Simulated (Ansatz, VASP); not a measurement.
# One calculation of P, two programs

```xyz
2
Lattice="0.0000 2.7530 2.7530 2.7530 0.0000 2.7530 2.7530 2.7530 0.0000" Properties=species:S:1:pos:R:3 pbc="T T T"
P     2.7530    2.7530    2.7530
P     4.1295    4.1295    4.1295
```

Alike in both runs: functional r2SCAN; k mesh 6 × 6 × 6; occupations gaussian, width 0.1 eV; no spin polarisation.

Ansatz relaxed the structure, and its values are those at the end. VASP's run is a single point on that final structure, the one shown.

|  | VASP | Ansatz |
| --- | --- | --- |
| version | VASP 6.6.1 | Ansatz 0.2.0 |
| potentials or method | VASP PAW PBE potentials, release 64 (P) | scalar-relativistic, plane waves, PAW |
| plane-wave cutoff (eV) | 520 | 500 |
| valence electrons in the cell | 10 | 10 |

```csv
,VASP,Ansatz,Ansatz less VASP
gap on the k mesh at the Fermi level (eV),none,none,-
pressure (GPa),-0.2,-0.1,+0.11
```

A gap of «none» marks a metal or a gap that the smearing closes.

Caveats: the PAW data sets were made with another functional, which shifts forces and pressure a little (VASP).
